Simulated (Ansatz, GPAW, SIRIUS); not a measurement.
## One calculation of HgTe, 3 ways

```
Hg Te
1.0
    -3.04560    3.04560    1.55941
     3.04560   -3.04560    1.55941
     3.04560    3.04560   -1.55941
Hg Te
1 1
Direct
  0.75000 0.25000 0.50000
  0.00000 0.00000 0.00000
```

Measurements of this composition are mostly on another form, of space group No. 216.

Alike in all runs: task single point; functional PBEsol; k mesh 10 × 10 × 10; occupations fermi-dirac, width 0.05 eV; no spin polarisation; no spin-orbit coupling. A missing gap at this level doesn't show that the real crystal is a metal. Pressure is positive in compression and, in plane waves, holds the error of the finite cutoff.

```
                                        program and potentials  plane-wave cutoff (eV)                                    notes  band gap (eV)  pressure (GPa)
                Ansatz, all-electron LAPW, scalar-relativistic                       -                                        -         no gap           -3.31
             GPAW, PAW data sets generated for this functional                     600  12 valence electrons an atom on average         no gap           -3.41
SIRIUS, PseudoDojo 0.4.1 PBEsol standard (scalar relativistic)                    1102  18 valence electrons an atom on average         no gap           -3.31
```

None finds a gap. The pressure spans -3.41 (GPAW, PAW data sets generated for this functional) to -3.31 GPa (SIRIUS, PseudoDojo 0.4.1 PBEsol standard (scalar relativistic)), with all-electron results at -3.31.

Differences between rows come from potentials, basis sets and numerical settings, since the functional is the same but for its coding. Runs on potential files found faulty are left out.
